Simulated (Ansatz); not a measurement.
**LiF (Griceite) in Ansatz: the effect of functional**

LiF (Griceite):

```
F Li
1.0
     0.00000    1.98678    1.98678
     1.98678    0.00000    1.98678
     1.98678    1.98678    0.00000
F Li
1 1
Cartesian
  1.9868 1.9868 1.9868
  0.0000 0.0000 0.0000
```

The cell isn't the ideal one: volume scaled by 0.96.

Alike in all runs:

* Program: Ansatz 0.2.0
* Task: single point
* Potentials or basis: Ansatz PAW
* k mesh: 11 × 11 × 11
* Occupations: fermi-dirac, width 0.05 eV
* Spin: no spin polarisation

```tsv
functional	cutoff	gap on the mesh (eV)	pressure (GPa)
LDA	420 eV (not typed: the program's choice for these potentials)	9.22	-3.9
PBEsol	420 eV (not typed: the program's choice for these potentials)	?	?
r2SCAN	500 eV (not typed: the program's choice for these potentials)	10.45	1.0
```

Q: What does the run with functional PBEsol give?

A: gap on the mesh 9.28 eV; pressure 2.0 GPa.

Caveats: odd divisions of the mesh miss points on the zone boundary, where band edges often lie, so the gap on the mesh can be too wide; the PAW data sets come from PBE, with cores solved anew for the run's functional, which leaves a small shift of forces and pressure.

A k mesh can miss the band edges.
